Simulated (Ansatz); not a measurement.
We consider rock-salt LiI, described by r²SCANh (plane waves, PAW; Ansatz, a first-principles code).

Run with plane-wave cutoff 520 eV, 8×8×8 k mesh, Fermi–Dirac smearing 0.01 eV, scalar-relativistic PAW data made under PBE.

Pressure at four volumes; x = ln(V/27.039 Å³). One pressure is withheld.

| V (Å³/atom) | x | P (GPa) |
|---|---|---|
| 25.831 | -0.0457 | ? |
| 26.438 | -0.0225 | 0.565 |
| 27.039 | 0.0000 | 0.059 |
| 28.471 | 0.0516 | -0.922 |

**Question.** Pass a parabola P(x) through the three rows shown, estimate the bulk modulus and its pressure derivative near zero pressure, and predict the withheld pressure.

**Answer.** Slopes between the rows: (0.059 − (0.565))/(0.0000 − (-0.0225)) = -22.49 and (-0.922 − (0.059))/(0.0516 − (0.0000)) = -19.01 GPa. Their difference over the span 0.0741 is c = 3.48/0.0741 = 47.0 GPa, so P(x) = 0.565 + (-22.49)(x − (-0.0225)) + 47.0 (x − (-0.0225))(x − (0.0000)). At the middle row B = −dP/dx = −[-22.49 + 47.0 × 0.0225] = 21.4 GPa, and B′ = dB/dP = 2c/B = 4.4. At x = -0.0457 the parabola gives 1.137 GPa; the run gives 1.141 GPa. The Birch–Murnaghan fit to the energies at all volumes has B0 = 21.1 GPa and B′ = 4.5.

Measured, for comparison: bulk modulus 24 GPa (0 K, extrapolated to 0 K; as tabulated in Doll and Stoll (1998), arXiv:cond-mat/9801031). Computed (rounded) less measured: bulk modulus -12 %.

Spin–orbit coupling is not included.
